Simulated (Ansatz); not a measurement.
Consider ZrSe2/ZrSe2 (1T multilayer).

The cell holds 6 atoms: 2 Zr and 4 Se. Its edges and angles: a = 3.713 Å, b = 3.713 Å, c = 41.400 Å, α = 90.0°, β = 90.0°, γ = 120.0°. Regions: layer 1 (ZrSe2), 3 atoms (1 Zr and 2 Se); layer 2 (ZrSe2), 3 atoms (1 Zr and 2 Se). Vacuum lies along c.

```xyz
6
Lattice="3.7126 0.0000 0.0000 -1.8563 3.2152 0.0000 0.0000 0.0000 41.4000" Properties=species:S:1:pos:R:3
Zr    0.0000    0.0000   17.7248
Se    0.0000    2.1435   19.2972
Se    1.8563    1.0717   16.1600
Zr    0.0000    0.0000   23.6752
Se    0.0000    2.1435   25.2400
Se    1.8563    1.0717   22.1028
```

The structure was relaxed with LDA. The runs that relaxed it are not among those shown.

Gaps computed with Ansatz 0.2.0 without a self-energy: LDA 0.17 eV and HSE06 0.88 eV.

Q: Estimate the G0W0@LDA gap with 6×6×1 mesh, 588 empty bands, screening to 65 eV, PAW set soft_1 files.

About 0.77 eV: on its mesh the run moves the gap from 0.17 eV by +0.60 eV. Among the scalar-relativistic levels given, HSE06 is nearest (+0.11 eV). Bands and cutoff are finite, so the gap is not at the basis limit. The miss can reach some tenths of an eV and take either sign; the mesh is an error of its own. The mesh in the plane is coarse for a sheet; gap and any exciton binding can still move on denser ones. The many-body steps are scalar-relativistic: spin-orbit coupling is not in them.

[Paths, hosts, dates, memory and timing lines, banners, echoed tables and standing remarks are left out of the program output.]

[Logs are printed without paths, hosts, clocks, repeated set-up lines and the standing remarks that a program may print on its own settings, such as how far it seeks lower states.]

[Runs of the session that timed out or met a known fault of the program may be left out.]

[Cells called generated may have been cut or substituted from an entry of the Crystallography Open Database or the Materials Project.]

[Hosts, paths, dates, database ids (printed as entryN), source tags and the programs' standing remarks are cut or masked in the printed files.]
